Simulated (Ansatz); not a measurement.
Crystal: C.

```
C
1.0
     2.12732   -1.22828    0.00000
     2.12732    1.22828    0.00000
    -1.37907    0.00000    3.50283
C
2
Direct
  0.16664 0.16664 0.99991
  0.83336 0.83336 0.00009
```

This is a stacking variant of graphite.

| Item | Value |
| --- | --- |
| Program | Ansatz 0.2.0 |
| Task | relaxation of cell and atoms |
| Functional | BLYP |
| Dispersion | D3(BJ) |
| Potentials or basis | Ansatz PAW |
| Cutoff | 420 eV (not typed: the program's choice for these potentials) |
| k mesh | 13 × 13 × 8 |
| Occupations | fermi-dirac, width 0.05 eV |
| Spin | no spin polarisation |

At the start: volume 9.15 Å³/atom.

Task: Where does the relaxation end?

Result: It ends after 11 steps and the volume is 8.67 Å³/atom (-5.3 %); space group R-3m (No. 166, to 0.05 Å).

The path:
```tsv
step	energy change (eV)	largest force (eV/Å)	volume (Å³)
1	0.0000	0.0025	18.31
2	-0.0151	0.0076	17.72
3	-0.0177	0.0008	17.40
4	-0.0173	0.0009	17.49
5	-0.0173	0.0004	17.49
6	-0.0174	0.0003	17.48
7	-0.0146	0.0005	17.48
8	-0.0155	0.0001	17.35
9	-0.0148	0.0001	17.35
10	-0.0150	0.0001	17.33
11	-0.0148	0.0000	17.33
```

Final structure:
```
C
1.0
     2.13896   -1.23494   -0.01137
     2.13896    1.23494   -0.01137
    -1.40534    0.00000    3.28845
C
2
Cartesian
  -0.6924 0.0000 3.2839
  3.5649 0.0000 -0.0182
```

Caveat: the plane-wave basis is chosen anew once the cell has moved, so the energies of steps on either side of that aren't comparable; the pressure holds a Pulay correction of +0.7 GPa for the finite cutoff; the PAW data sets come from PBE, with cores solved anew for the run's functional, which leaves a small shift of forces and pressure.
